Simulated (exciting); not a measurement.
Consider CaO (Lime), space group Fm-3m.

```xyz
2
Lattice="0.0000 2.4065 2.4065 2.4065 0.0000 2.4065 2.4065 2.4065 0.0000" Properties=species:S:1:pos:R:3 pbc="T T T"
Ca    0.0000    0.0000    0.0000
O     2.4065    2.4065    2.4065
```

Absorber: atom 1, with 6 O at 2.41 Å (octahedral, site symmetry m-3m). Method: exciting, all-electron LAPW+lo, PBE, spinor conduction states, exchange and screened direct term (singlet BSE), 2×2×2 shifted k points, 22 conduction spinor bands, |G+q| up to 4.5 bohr⁻¹ (5.5 in the exchange term), full RPA screening with nempty = 37, Lorentzian half width 0.25 eV.

**Question.** Predict the Ca L₂,₃ near-edge structure at this level.

Bound core exciton? Yes on this mesh: the first bright state (over 5 % of the brightest) lies at -3.73 eV from the Kohn–Sham onset and at -4.59 eV from the lowest bare transition of its own mesh; weaker or dark states reach down to -4.06 eV. Maxima (height): -3.3 eV (0.39), -1.8 eV (0.92), 0.3 eV (0.62) and 1.8 eV (1.00).

Energy from the Kohn–Sham onset, core level to the lowest empty state found on the meshes used; Im ε in relative units:

| E (eV) | Im ε |
| --- | --- |
| -5.25 | 0.01 |
| -5.00 | 0.02 |
| -4.75 | 0.02 |
| -4.50 | 0.03 |
| -4.25 | 0.05 |
| -4.00 | 0.08 |
| -3.75 | 0.15 |
| -3.50 | 0.29 |
| -3.25 | 0.35 |
| -3.00 | 0.18 |
| -2.75 | 0.14 |
| -2.50 | 0.17 |
| -2.25 | 0.27 |
| -2.00 | 0.61 |
| -1.75 | 0.86 |
| -1.50 | 0.39 |
| -1.25 | 0.18 |
| -1.00 | 0.12 |
| -0.75 | 0.10 |
| -0.50 | 0.11 |
| -0.25 | 0.16 |
| 0.00 | 0.31 |
| 0.25 | 0.61 |
| 0.50 | 0.43 |
| 0.75 | 0.24 |
| 1.00 | 0.21 |
| 1.25 | 0.29 |
| 1.50 | 0.60 |
| 1.75 | 0.99 |
| 2.00 | 0.56 |
| 2.25 | 0.27 |
| 2.50 | 0.17 |
| 2.75 | 0.14 |
| 3.00 | 0.11 |
| 3.25 | 0.09 |
| 3.50 | 0.09 |
| 3.75 | 0.09 |
| 4.00 | 0.07 |
| 4.25 | 0.06 |
| 4.50 | 0.05 |
| 4.75 | 0.05 |
| 5.00 | 0.04 |
| 5.25 | 0.04 |
| 5.50 | 0.04 |
| 5.75 | 0.03 |
| 6.00 | 0.04 |
| 6.25 | 0.05 |
| 6.50 | 0.05 |
| 6.75 | 0.05 |
| 7.00 | 0.04 |
| 7.25 | 0.04 |
| 7.50 | 0.04 |
| 7.75 | 0.04 |
| 8.00 | 0.04 |
| 8.25 | 0.04 |
| 8.50 | 0.05 |
| 8.75 | 0.06 |
| 9.00 | 0.06 |
| 9.25 | 0.05 |
| 9.50 | 0.06 |
| 9.75 | 0.06 |
| 10.00 | 0.06 |
| 10.25 | 0.05 |
| 10.50 | 0.04 |
| 10.75 | 0.04 |
| 11.00 | 0.04 |
| 11.25 | 0.04 |
| 11.50 | 0.04 |
| 11.75 | 0.03 |
| 12.00 | 0.03 |
| 12.25 | 0.04 |
| 12.50 | 0.05 |
| 12.75 | 0.04 |
| 13.00 | 0.04 |
| 13.25 | 0.04 |
| 13.50 | 0.03 |
| 13.75 | 0.04 |
| 14.00 | 0.05 |
| 14.25 | 0.05 |
| 14.50 | 0.04 |
| 14.75 | 0.05 |
| 15.00 | 0.05 |
| 15.25 | 0.05 |
| 15.50 | 0.04 |
| 15.75 | 0.03 |
| 16.00 | 0.03 |
| 16.25 | 0.05 |
| 16.50 | 0.05 |
| 16.75 | 0.04 |
| 17.00 | 0.03 |
| 17.25 | 0.04 |
| 17.50 | 0.06 |

A mesh of 8 points doesn't converge binding energies, and the weak maxima beyond the white lines are largely noise of the mesh. The multiplet shape isn't converged in the kernel cutoffs, and the cutoff of the direct term wasn't varied. Measured L₃ and L₂ lines of such d⁰ ions are about equally strong. The zero comes from the unshifted 4×4×4 ground-state mesh; it is exact only where the band minimum lies on that mesh. The structure is a published determination, not relaxed.

[Banner, clock and machine lines of the logs are left out without a mark of their own.]

[Logs are printed without paths, hosts, clocks, repeated set-up lines and the standing remarks that a program may print on its own settings, such as how far it seeks lower states.]

[Hosts, paths, dates, database ids (printed as entryN), source tags and the programs' standing remarks are cut or masked in the printed files.]
